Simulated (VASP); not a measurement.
A run of VASP 6.6.1 is set up as follows.

File INCAR:

```
SYSTEM = MgSn2N2
PREC = Normal
ENCUT = 520
EDIFF = 1E-4
ISMEAR = 0
SIGMA = 0.15
LREAL = .FALSE.
LASPH = .TRUE.
NELM = 60
ALGO = Fast
ISIF = 3
LWAVE = .FALSE.
LCHARG = .FALSE.
GGA = PE
IBRION = 2
NSW = 24
EDIFFG = -0.08
```

KPOINTS

```
Automatic mesh
0
G
  4 4 2
  0 0 0
```

POSCAR

```
MgSn2N2
1.0
    2.4538686400     -2.8625194700      0.0000000000
    2.4538686400      2.8625194700      0.0000000000
    0.0000000000      0.0000000000      7.6642094500
Mg Sn N
1 2 2
Direct
    0.0000000000      0.0000000000      0.5000000000
    0.2910550300      0.2910550300      0.0000000000
    0.7089449700      0.7089449700      0.0000000000
    0.0000000000      0.0000000000      0.7403982300
    0.0000000000      0.0000000000      0.2596017700
```

Potentials or basis: VASP PAW PBE potentials, release 64 (Mg, Sn_d, N).

Run with:

```sh
$ cat potpaw_PBE.64/Mg/POTCAR potpaw_PBE.64/Sn_d/POTCAR potpaw_PBE.64/N/POTCAR > POTCAR
$ mpirun -np 1 vasp_std > vasp.out
```

Q: What does it give for the relaxed volume?

A: 26.57 Å³/atom.

Q: Predict the band gap on the k mesh.

A: None (metal or under the smearing width).

Q: Estimate the relaxed cell.

A: a = 4.436 Å, b = 4.436 Å, c = 6.753 Å, α = 90.00°, β = 90.00°, γ = 88.23°.

Q: Estimate the space group after relaxing (to 0.05 Å).

A: Cmmm (No. 65).

Forces on the atoms (eV/Å):
```
Mg   0.000  0.000  0.000
Sn  -0.061  0.000  0.000
Sn   0.061  0.000  0.000
N    0.000  0.000 -0.066
N    0.000  0.000  0.066
```

Caveat: the k mesh is coarse (spacing up to 0.42 Å⁻¹), so the values aren't converged; the volume moved by over 15 % at a fixed basis, so the end points are rough; the relaxation stopped at a loose force limit of 0.08 eV/Å, so its end isn't a converged minimum.
